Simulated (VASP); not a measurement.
Level of theory: PBE GGA, VASP's PBE PAW potentials (set 64) (plane waves; VASP).

Input for VASP

### INCAR
```
# general
SYSTEM  = SrF2
PREC    = Accurate
ENCUT   = 350
LREAL   = .False.
LASPH   = .True.   # aspherical one-centre terms

# electronic loop
EDIFF   = 1E-6   # SCF stop (eV)
NELM    = 100   # most electronic steps
ALGO    = Normal
LMAXMIX = 4   # l cut-off of mixed one-centre charges

# smearing
ISMEAR  = 0   # Gaussian
SIGMA   = 0.05   # width (eV)

# functional
GGA     = PE

# ions
ISIF    = 2

# output
LWAVE   = .False.
LCHARG  = .False.
```

**KPOINTS**
```
K-points
0
gamma
 6 6 6
0 0 0
```

**POSCAR**
```
SrF2
4.1012190
  0.0000000000   0.7071068382   0.7071068382
  0.7071068382   0.0000000000   0.7071068382
  0.7071068382   0.7071068382   0.0000000000
Sr F
1 2
Cartesian
  0.0000000000   0.0000000000   0.0000000000
  0.3535534191   0.3535534191   0.3535534191
  1.0606602574   1.0606602574   1.0606602574
```

POTCAR, in this order: Sr_sv F (PBE.64 set). Program: vasp_std.

Output of the run:

OUTCAR:
```
 ion  position               nearest neighbor table
   1  0.000  0.000  0.000-   3 2.51   3 2.51   3 2.51   2 2.51   2 2.51   2 2.51   3 2.51   2 2.51
  LATTYP: Found a face centered cubic cell.
 ALAT       =     5.8000000000
 Subroutine PRICEL returns:
 Original cell was already a primitive cell.
 Subroutine GETGRP returns: Found 48 space group operations
The static configuration has the point symmetry O_h .
The dynamic configuration has the point symmetry O_h .
 Subroutine INISYM returns: Found 48 space group operations
 Subroutine IBZKPT returns following result:
 Found     16 irreducible k-points:

 Following reciprocal coordinates:
            Coordinates               Weight
  0.000000  0.000000  0.000000      1.000000
  0.166667  0.000000  0.000000      8.000000
  0.333333  0.000000  0.000000      8.000000
  0.500000  0.000000  0.000000      4.000000
  0.166667  0.166667  0.000000      6.000000
  0.333333  0.166667  0.000000     24.000000
  0.500000  0.166667  0.000000     24.000000
 -0.333333  0.166667  0.000000     24.000000
 -0.166667  0.166667  0.000000     12.000000
  0.333333  0.333333  0.000000      6.000000
  0.500000  0.333333  0.000000     24.000000
 -0.333333  0.333333  0.000000     12.000000
  0.500000  0.500000  0.000000      3.000000
  0.500000  0.333333  0.166667     24.000000
 -0.333333  0.333333  0.166667     24.000000
 -0.333333  0.500000  0.166667     12.000000
   k-points           NKPTS =     16   k-points in BZ     NKDIM =     16   number of bands    NBANDS=     16
   number of dos      NEDOS =    301   number of ions     NIONS =      3
   total plane-waves  NPLWV =  21952
   dimension x,y,z NGX =    28 NGY =   28 NGZ =   28
   dimension x,y,z NGXF=    56 NGYF=   56 NGZF=   56
   ions per type =               1   2
   PREC   = accura    normal or accurate (medium, high low for compatibility)
   ISTART =      0    job   : 0-new  1-cont  2-samecut
   ICHARG =      2    charge: 1-file 2-atom 10-const
   ISPIN  =      1    spin polarized calculation?
   LNONCOLLINEAR =      F non collinear calculations
   LSORBIT =      F    spin-orbit coupling
   INIWAV =      1    electr: 0-lowe 1-rand  2-diag
   ENCUT  =  350.0 eV  25.72 Ry    5.07 a.u.   6.26  6.26  6.26*2*pi/ulx,y,z
   NELM   =    100;   NELMIN=  2; NELMDL= -5     # of ELM steps
   EDIFF  = 0.1E-05   stopping-criterion for ELM
   LREAL  =      F    real-space projection
   NLSPLINE    = F    spline interpolate recip. space projectors
   LMAXMIX     =    4 max onsite mixed and CHGCAR
   VOSKOWN=      0    Vosko Wilk Nusair interpolation
   EDIFFG = 0.1E-04   stopping-criterion for IOM
   NSW    =      0    number of steps for IOM
   NBLOCK =      1;   KBLOCK =      1    inner block; outer block
   IBRION =     -1    ionic relax: 0-MD 1-quasi-New 2-CG
   NFREE  =      0    steps in history (QN), initial steepest desc. (CG)
   ISIF   =      2    stress and relaxation
   ISYM   =      2    0-nonsym 1-usesym 2-fastsym
   TEIN   =    0.0    initial temperature
   TEBEG  =    0.0;   TEEND  =   0.0 temperature during run
   SMASS  =  -3.00    Nose mass-parameter (am)
   PSTRESS=    0.0 pullay stress
   NELECT =      24.0000    total number of electrons
   EFERMI =   0.00;   METHOD = LEGACY
   ISMEAR =     0;   SIGMA  =   0.05  broadening in eV -4-tet -1-fermi 0-gaus
   IALGO  =     38    algorithm
   LDIAG  =      T    sub-space diagonalisation (order eigenvalues)
   IMIX   =      4    mixing-type and parameters
     AMIX     =   0.40;   BMIX     =  1.00
     AMIX_MAG =   1.60;   BMIX_MAG =  1.00
     AMIN     =   0.10
   GGA     = PE    functional components
   VOSKOWN =     0    Vosko Wilk Nusair interpolation
   LHFCALC =     F    Hartree Fock is set to
   LHFONE  =     F    Hartree Fock one center treatment
...
```

File OSZICAR:
```
       N       E                     dE             d eps       ncg     rms          rms(c)
DAV:   1     0.116590301642E+03    0.11659E+03   -0.11436E+04   528   0.108E+03
DAV:   2    -0.144206915385E+02   -0.13101E+03   -0.12641E+03   656   0.270E+02
DAV:   3    -0.183166705626E+02   -0.38960E+01   -0.38920E+01   704   0.511E+01
DAV:   4    -0.184487338654E+02   -0.13206E+00   -0.13206E+00   744   0.681E+00
DAV:   5    -0.184516979874E+02   -0.29641E-02   -0.29641E-02   672   0.794E-01    0.155E+01
DAV:   6    -0.171517297027E+02    0.13000E+01   -0.59473E+00   512   0.164E+01    0.130E+01
DAV:   7    -0.171304395273E+02    0.21290E-01   -0.17853E-01   760   0.347E+00    0.647E+00
DAV:   8    -0.171406528734E+02   -0.10213E-01   -0.36240E-02   640   0.224E+00    0.498E-01
DAV:   9    -0.171480621939E+02   -0.74093E-02   -0.98430E-03   624   0.680E-01    0.383E-01
DAV:  10    -0.171491662267E+02   -0.11040E-02   -0.13071E-03   608   0.266E-01    0.843E-02
DAV:  11    -0.171493191677E+02   -0.15294E-03   -0.14763E-04   576   0.844E-02    0.227E-02
DAV:  12    -0.171493273177E+02   -0.81500E-05   -0.15853E-05   728   0.268E-02    0.197E-02
DAV:  13    -0.171493269750E+02    0.34267E-06   -0.16203E-06   488   0.982E-03
   1 F= -.17149327E+02 E0= -.17149327E+02  d E =-.465710E-22
```

**OUTCAR**
```
------------------------ aborting loop because EDIFF is reached ----------------------------------------
  FORCE on cell =-STRESS in cart. coord.  units (eV):
  Direction    XX          YY          ZZ          XY          YZ          ZX
  --------------------------------------------------------------------------------------
  Total       -5.7870614     -5.7870614     -5.7870614      0.0000000      0.0000000      0.0000000
  in kB     -190.0836141   -190.0836141   -190.0836141      0.0000000      0.0000000      0.0000000
  external PRESSURE =    -190.0836141 kB  Pullay stress =       0.0000000 kB
  volume of cell :       48.78
      direct lattice vectors                 reciprocal lattice vectors
     0.000000000  2.900000000  2.900000000    -0.172413793  0.172413793  0.172413793
     2.900000000  0.000000000  2.900000000     0.172413793 -0.172413793  0.172413793
     2.900000000  2.900000000  0.000000000     0.172413793  0.172413793 -0.172413793
 POSITION                                       TOTAL-FORCE (eV/Angst)
 -----------------------------------------------------------------------------------
      0.00000      0.00000      0.00000         0.000000      0.000000      0.000000
      1.45000      1.45000      1.45000        -0.000000      0.000000     -0.000000
      4.35000      4.35000      4.35000         0.000000     -0.000000     -0.000000
 -----------------------------------------------------------------------------------
    total drift:                                0.000000      0.000000      0.000000
  FREE ENERGIE OF THE ION-ELECTRON SYSTEM (eV)
  ---------------------------------------------------
  free  energy   TOTEN  =       -17.1493269750 eV

  energy  without entropy=      -17.1493269750  energy(sigma->0) =      -17.14932698
```
(Selected blocks of OUTCAR.)

At this cut-off the stress carries a Pulay error, which pulls relaxed volumes low.

The compound is SrF2 in the fluorite structure. The cell was not relaxed at this level. The run is one of a series of settings (ENCUT = 350 against the base run), some of them coarse on purpose.
